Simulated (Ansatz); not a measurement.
**Ag: equation of state with BLYP+D3(BJ)**

The system is Ag.

```
Ag
1.0
     0.00000    2.04275    2.04275
     2.04275    0.00000    2.04275
     2.04275    2.04275    0.00000
Ag
1
Cartesian
  0.0000 0.0000 0.0000
```

| Property | Result |
| --- | --- |
| Program | Ansatz 0.2.0 |
| Task | equation of state |
| Functional | BLYP |
| Dispersion | D3(BJ) |
| Potentials or basis | Ansatz PAW |
| Cutoff | 420 eV |
| Density cutoff | 1680 eV |
| k mesh | 11 × 11 × 11 |
| Occupations | fermi-dirac, width 0.05 eV |
| Spin | no spin polarisation |

```json
{"Equilibrium volume": "16.88 Å³/atom", "Bulk modulus": "109 GPa", "Pressure derivative of the bulk modulus": "6.0"}
```

Energy against volume, from the lowest point:
```
volume (Å³/atom)  energy (meV/atom)
          16.025              16.06
          16.366               5.14
          16.707               0.04
          17.048               0.00
          17.389               4.31
          17.730              12.41
          18.071              23.81
```

All runs of the series together: 3.5 s on 2 threads of Arm Neoverse V2 (shared host).

Caveat: the potentials were made for another functional, which shifts forces and pressure.
